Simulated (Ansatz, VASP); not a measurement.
# One calculation of Cu, two programs

```
CELL_PARAMETERS angstrom
2.51302 0.00000 0.00000
-1.25651 2.17634 0.00000
0.00000 0.00000 8.25907
ATOMIC_POSITIONS crystal
Cu 0.00000 0.00000 0.00000
Cu 0.00000 0.00000 0.50000
Cu 0.33333 0.66667 0.25000
Cu 0.66667 0.33333 0.75000
```

Alike in both runs: functional PBEsol; k mesh 11 × 11 × 3; no spin polarisation.

Ansatz relaxed the structure, and its values are those at the end. VASP's run is a single point on that final structure, the one shown.

|  | VASP | Ansatz |
| --- | --- | --- |
| version | VASP 6.6.1 | Ansatz 0.2.0 |
| potentials or method | VASP PAW PBE potentials, release 64 (Cu) | plane waves, PAW |
| plane-wave cutoff (eV) | 520 | 420 |
| occupations | methfessel-paxton of order 1, width 0.1 eV | methfessel-paxton of order 1 |
| valence electrons in the cell | 44 | 76 |

|  | VASP | Ansatz | Ansatz less VASP |
| --- | --- | --- | --- |
| pressure (GPa) | 0.9 | 0.0 | -0.86 |

The two sets of potentials don't hold the same shells in valence.

Caveats: the PAW data sets were made with another functional, which shifts forces and pressure a little (VASP).
